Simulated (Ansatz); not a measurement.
Zinc-blende ZnTe, treated with r²SCAN+SOC (Ansatz, a first-principles code, plane waves, PAW).

Run with plane-wave cutoff 560 eV, 10×10×10 k mesh, Fermi–Dirac smearing 0.01 eV, PAW data made under PBE.

The cell is scaled about its equilibrium volume:

```tsv
V (Å³/atom)	P (GPa)	direct gap at Γ (eV)
26.868	3.52	1.833
27.440	2.21	1.723
28.012	1.05	1.618
28.583	0.00	1.517
29.155	-0.94	1.419
29.727	-1.77	1.325
30.298	-2.52	1.235
```

A straight line through the gaps at Γ against ln V gives a volume deformation potential dE_g(Γ)/d ln V of -5.0 eV: the gap at Γ widens under compression.

Measured, for comparison: band gap 2.43 eV (zero-point renormalisation of 40 meV (experimental, the table's column) added back, direct; as tabulated in Miglio et al. (2020), arXiv:2011.12765).
